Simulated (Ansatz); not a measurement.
**How far is PAW off for Au?**

```
Au
1.0
     0.00000    2.04550    2.04550
     2.04550    0.00000    2.04550
     2.04550    2.04550    0.00000
Au
1
Cartesian
  0.0000 0.0000 0.0000
```

The geometry is COD entry 9013036, unchecked; take it as a test cell. It was measured hot, at 574 K.

No spin–orbit coupling, which matters for the heavy atoms here.

Levels of theory: DFT, PBEsol, PAW with Ansatz's default frozen-core files, scalar-relativistic (Ansatz 0.2.0); DFT, PBEsol, all-electron LAPW, scalar-relativistic (Ansatz 0.2.0).

For PAW: a Γ-centred 14×14×14 k mesh, Fermi–Dirac smearing of 0.08 eV, cutoff 420 eV, no spin polarisation; the PAW files were made with PBE, and the program remakes their frozen cores for this functional. LAPW targets a basis error of 0.25 meV/atom. The Ansatz runs share mesh, smearing and spin set-up. Plane-wave (PAW) pressures include the program's estimate of the Pulay term.

Stress and pressure are positive in compression.

Levels count from the Fermi level.

PAW results:

| quantity | PAW |
| --- | --- |
| pressure (GPa) | -1.03 |
| highest filled level at X (eV) | -1.575 |
| lowest empty level at X (eV) | 0.993 |
| highest filled level at U (eV) | -2.024 |
| lowest empty level at U (eV) | 3.835 |
| highest filled level at K (eV) | -2.024 |
| lowest empty level at K (eV) | 3.835 |

Question: What does full-potential LAPW give for the same quantities?

Answer: 
```csv
quantity,LAPW
pressure (GPa),-1.05
highest filled level at X (eV),-1.574
lowest empty level at X (eV),0.992
highest filled level at U (eV),-2.023
lowest empty level at U (eV),3.833
highest filled level at K (eV),-2.023
lowest empty level at K (eV),3.833
```
